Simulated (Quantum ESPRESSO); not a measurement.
Input of a Quantum ESPRESSO 7.5 run:

scf.in

```
&CONTROL
  calculation = 'scf'
  prefix = 'pwscf'
  outdir = './tmp'
  pseudo_dir = './pseudo'
/
&SYSTEM
  ibrav = 0
  nat = 4
  ntyp = 2
  ecutwfc = 84
  nbnd = 14
  occupations = 'smearing'
  smearing = 'fd'
  degauss = 0.00367493
  force_symmorphic = .true.
/
&ELECTRONS
  conv_thr = 8d-10
  electron_maxstep = 120
  mixing_beta = 0.5
/
ATOMIC_SPECIES
Al    26.9815 Al.upf
N     14.0070 N.upf
CELL_PARAMETERS angstrom
   3.1130000000    0.0000000000    0.0000000000
  -1.5565000000    2.6959370820    0.0000000000
   0.0000000000    0.0000000000    4.9810000000
ATOMIC_POSITIONS crystal
Al     0.6666666667    0.3333333333    0.5000000000
Al     0.3333333333    0.6666666667    0.0000000000
N      0.6666666667    0.3333333333    0.8800000000
N      0.3333333333    0.6666666667    0.3800000000
K_POINTS automatic
12 12 8 0 0 0
```

Contents of nscf.in:

```
&CONTROL
  calculation = 'nscf'
  prefix = 'pwscf'
  outdir = './tmp'
  pseudo_dir = './pseudo'
/
&SYSTEM
  ibrav = 0
  nat = 4
  ntyp = 2
  ecutwfc = 84
  nbnd = 28
  occupations = 'fixed'
  force_symmorphic = .true.
/
&ELECTRONS
  conv_thr = 1d-08
  diago_full_acc = .true.
  diago_thr_init = 1d-06
/
ATOMIC_SPECIES
Al    26.9815 Al.upf
N     14.0070 N.upf
CELL_PARAMETERS angstrom
   3.1130000000    0.0000000000    0.0000000000
  -1.5565000000    2.6959370820    0.0000000000
   0.0000000000    0.0000000000    4.9810000000
ATOMIC_POSITIONS crystal
Al     0.6666666667    0.3333333333    0.5000000000
Al     0.3333333333    0.6666666667    0.0000000000
N      0.6666666667    0.3333333333    0.8800000000
N      0.3333333333    0.6666666667    0.3800000000
K_POINTS automatic
12 12 8 0 0 0
```

Potentials or basis: PseudoDojo 0.4.1 SR PBEsol standard.

Run with:

```console
$ OMP_NUM_THREADS=1 pw.x -in scf.in > scf.out
$ OMP_NUM_THREADS=1 pw.x -in nscf.in > nscf.out
```

(1) What does it give for the band gap on the k mesh, mean-field level?

Answers

(1) 4.14 eV, direct.

**What was measured.**

“Structural and optical properties of self-assembled AlN nanowires grown on SiO2/Si substrates by molecular beam epitaxy”, 2024, arxiv:2402.00216 quotes, for a bulk crystal of AlN at 0 K: band gap 6.0343 eV (an exciton energy, a little under the gap).

Against the measured gap of AlN, 6.0343 eV (an exciton energy, a little under the gap; 0 K; quoted in “Structural and optical properties of self-assembled AlN nanowires grown on SiO2/Si substrates by molecular beam epitaxy”, 2024, arxiv:2402.00216), the calculated 4.14 eV is off by -1.90 eV. 2 values of this kind are on record (6.034 to 6.0343 eV); this one was drawn at random. The value is that of PBEsol on a finite k mesh, which can miss the band edges, without temperature or zero-point motion. Semilocal functionals fall short of measured gaps as a rule.
